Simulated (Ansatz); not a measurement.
An input for Ansatz 0.2.0 (W2C):

run.py

```python
import json

import ase.io
import numpy as np

import ansatz as az

atoms = ase.io.read("POSCAR", format="vasp")

calculation = (
    az.Crystal.from_ase(atoms)
    .calculation()
    .kpts(10, 10, 6)
    .functional("lda")
    .pseudopotentials(kind="paw_fr")
    .hubbard(projectors="all-electron-atomic", double_counting="amf")
    .hubbard("W", "d", u_eff=1.0)
    .spin("noncollinear", soc=True)
    .scf(extra_bands=18)
    .occupations(method="methfessel_paxton", width=0.025)
    .wannier(mesh=(4, 4, 4), projections=(az.TrialShell(site=2, l="p"), az.TrialShell(site=0, l="d"),
        az.TrialShell(site=1, l="d")), minimise=True, disentanglement_window=(11.5, 33.0),
        disentanglement_frozen_window=(13.0, 21.3), write_xyz=True)
    .band_table(publish=True)
)
outcome = calculation.run(threads=2, events_out="events.jsonl")

report = outcome.report
for line in open("events.jsonl"):
    event = json.loads(line)
    if event["event"] == "scf_iter":
        d = event["data"]
        print(f"SCF {d['iter']:3d}  HF = {d['harris_foulkes_ev']:.6f} eV  dr2 = {d['dr2_ev']:.2e} eV")
    elif event["event"] in ("relax_step", "md_step"):
        d = event["data"]
        print(f"{event['event']} {d['step']:3d}  E = {d['lagrangian_ev']:.6f} eV")
np.set_printoptions(precision=5, suppress=True, linewidth=110)
print("converged:", report["converged"], "after", report["n_iterations"], "iterations")
print(f"free energy {report['free_energy_ev']:.6f} eV, Fermi level {report['fermi_energy_ev']:.4f} eV")
for key in ("band_edges_ev", "magnetization_mub", "site_moments_mub", "site_moments_nc_mub", "forces_ev_ang",
                "stress_gpa"):
    if report.get(key) is not None:
        print(key, np.array(report[key]), sep="\n")
```

The input POSCAR:

```
W2C
1.0
    3.0700456420      0.0000000000      0.0000000000
   -1.5350228210      2.6587375167      0.0000000000
    0.0000000000      0.0000000000      4.6784280000
W C
2 1
Direct
    0.6666666667      0.3333333333      0.2536690000
    0.3333333333      0.6666666667      0.7463310000
    0.0000000000      0.0000000000      0.0000000000
```

Potentials or basis: Ansatz PAW.

The run is started by

```console
$ python run.py
```

**Question.** Does this run start?

**Answer.** The run stopped without a result. It printed:

Output:

```text
Traceback (most recent call last):
  File "run.py", line 13, in <module>
AttributeError: 'Calculation' object has no attribute 'kpts'
```
